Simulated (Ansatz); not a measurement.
# CuO: the cost of one run

Program: Ansatz 0.2.0. Level of theory: DFT LDA+U (U_eff = 8 eV on Cu d), plane waves, PAW. These are calculated values, not measurements.

6 further runs of the same task are left out: 6 that didn't finish.

## Step 1: Starting point

It takes space group F-43m (No. 216, cubic). Conventional cell: a = 4.655 Å, b = 4.655 Å, c = 4.655 Å, α = 90.00°, β = 90.00°, γ = 90.00°. Cu (site symmetry -43m) has 4 O at 2.02 Å as nearest neighbours. O (site symmetry -43m) is surrounded by 4 Cu at 2.02 Å.

Coordinates:

```xyz
4
Lattice="0.0000 2.3273 2.3273 2.3273 0.0000 2.3273 4.6545 4.6545 0.0000" Properties=species:S:1:pos:R:3 pbc="T T T"
Cu    0.0000    0.0000    0.0000
O     1.1636    1.1636    1.1636
Cu    2.3273    2.3273    0.0000
O     3.4909    3.4909    1.1636
```

## Step 2: Ferromagnetic start, free, symmetry kept, no search

File input.yaml:

```yaml
crystal:
  lattice:
    - [0.0, 2.32725273, 2.32725273]
    - [2.32725273, 0.0, 2.32725273]
    - [4.65450546, 4.65450546, 0.0]
  atoms:
    - { symbol: Cu, position: [0.0, 0.0, 0.0], spin: 1.0 }
    - { symbol: O, position: [0.25, 0.25, 0.125] }
    - { symbol: Cu, position: [0.0, 0.0, 0.5], spin: 1.0 }
    - { symbol: O, position: [0.25, 0.25, 0.625] }
basis:
  ecutwfc: 420
  ecutrho_ratio: 4
kpoints:
  mp_grid: { grid: [7, 7, 7] }
hamiltonian:
  xc: lda
  hubbard:
    sites: [{ site: 0, l: d, u_eff: 8.0 }, { site: 2, l: d, u_eff: 8.0 }]
scf:
  occupations: { method: gaussian, width: 0.05 }
  lower_state_search: "off"
  max_iter: 150
output:
  forces: true
  stress: true
  eigenvalues: true
  populations: true
  hubbard: { sites: [{ site: 0, l: d }, { site: 2, l: d }] }
magnetization:
  spin_polarized: true
```

Run with:

```sh
ansatz run input.yaml --threads 2 --pin off --max-ram 3072MiB --backend cpu --events-out ev --progress --plain --runs-dir out
```

What time and memory should one allow on 2 threads of Intel Xeon 6975P-C (Granite Rapids), shared host?

About 6.6 s, with a peak of 0.47 GiB.
